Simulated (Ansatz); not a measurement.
ZrO2 under strain

Theory: DFT PBE, scalar-relativistic, plane waves, PAW (Ansatz 0.2.0). (420 eV cutoff, 6×6×6 k-mesh, Gaussian smearing of 0.02 eV, no spin polarisation)

Starting point, cell and atoms relaxed:

```
CELL_PARAMETERS angstrom
2.55791 2.55791 0.00000
-2.55791 2.55791 0.00000
0.00000 0.00000 5.11583
ATOMIC_POSITIONS crystal
Zr 0.00000 0.00000 0.00000
Zr 0.50000 0.50000 0.50000
O 0.00000 0.50000 0.75000
O 0.50000 0.00000 0.75000
O 0.50000 0.00000 0.25000
O 0.00000 0.50000 0.25000
```

Deformation: all cell vectors scaled alike, the atoms relaxed, all within the symmetry that the strain leaves. Energies are extrapolated to zero smearing. Gaps are Kohn–Sham gaps over the whole zone.

**Question.** Give the structure at +1.5 %.

**Answer.**
```
CELL_PARAMETERS angstrom
2.59628 2.59628 0.00000
-2.59628 2.59628 0.00000
0.00000 0.00000 5.19257
ATOMIC_POSITIONS crystal
Zr 0.00000 0.00000 0.00000
Zr 0.50000 0.50000 0.50000
O 0.00000 0.50000 0.75000
O 0.50000 0.00000 0.75000
O 0.50000 0.00000 0.25000
O 0.00000 0.50000 0.25000
```
Space group Fm-3m (225), 15.9 meV/atom over the relaxed crystal.

This fluorite-type form isn't the usual stable structure of the compound.